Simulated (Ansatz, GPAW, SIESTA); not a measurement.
**Si: 3 runs at one level of theory**

```
CELL_PARAMETERS angstrom
2.62054 0.00000 0.00000
-1.31027 2.26946 0.00000
0.00000 0.00000 2.46635
ATOMIC_POSITIONS crystal
Si 0.00000 0.00000 0.00000
```

This isn't the form of Si at room conditions, which is diamond.

Alike in all runs: task band structure; functional LDA; k mesh 12 × 12 × 11; occupations fermi-dirac, width 0.05 eV; no spin polarisation; no spin-orbit coupling. LDA stands for any of its common fits. Pressure is positive in compression and, in plane waves, holds the error of the finite cutoff.

```json
{"program and potentials": "Ansatz, all-electron LAPW, scalar-relativistic", "plane-wave cutoff (eV)": "-", "notes": "-", "pressure (GPa)": "-1.02"}
{"program and potentials": "GPAW, the program's PAW data sets (release 1.2.1) made for this functional", "plane-wave cutoff (eV)": "600", "notes": "-", "pressure (GPa)": "-0.53"}
{"program and potentials": "SIESTA, files PseudoDojo sr-lda-0.4.1-standard, DZP (energy shift 0.003 Ry)", "plane-wave cutoff (eV)": "-", "notes": "atomic basis", "pressure (GPa)": "-0.47"}
```

The pressure spans -1.02 (Ansatz, all-electron LAPW, scalar-relativistic) to -0.47 GPa (SIESTA, files PseudoDojo sr-lda-0.4.1-standard, DZP (energy shift 0.003 Ry)), with all-electron results at -1.02. Rows in atomic bases carry the error of their basis and grid, which can be large.

Differences between rows come from potentials, basis sets and numerical settings, since the functional is the same but for its coding. Runs on potential files found faulty are left out.

All three runs give a small negative pressure, so this simple hexagonal cell is slightly larger than its LDA equilibrium volume and would tend to contract. Given the stiffness of dense silicon, the spread from -1.02 to -0.47 GPa corresponds to only a slight difference in equilibrium volume. The closeness of the GPAW and SIESTA values doesn't make them more accurate than the all-electron one, as different errors may happen to offset each other.

Each atom has two neighbours along the hexagonal axis and six slightly more distant ones in the plane. Silicon has too few valence electrons for a two-electron bond to each of them, so the directional sp³ bonding of diamond gives way to more delocalised, metallic bonding. The contacts are longer than in diamond, yet the packing is denser, which is why compression favours this form. A pressure near zero therefore marks a near-balance with respect to volume, not stability against diamond, and it doesn't exclude opposing stresses along the axis and in the plane.
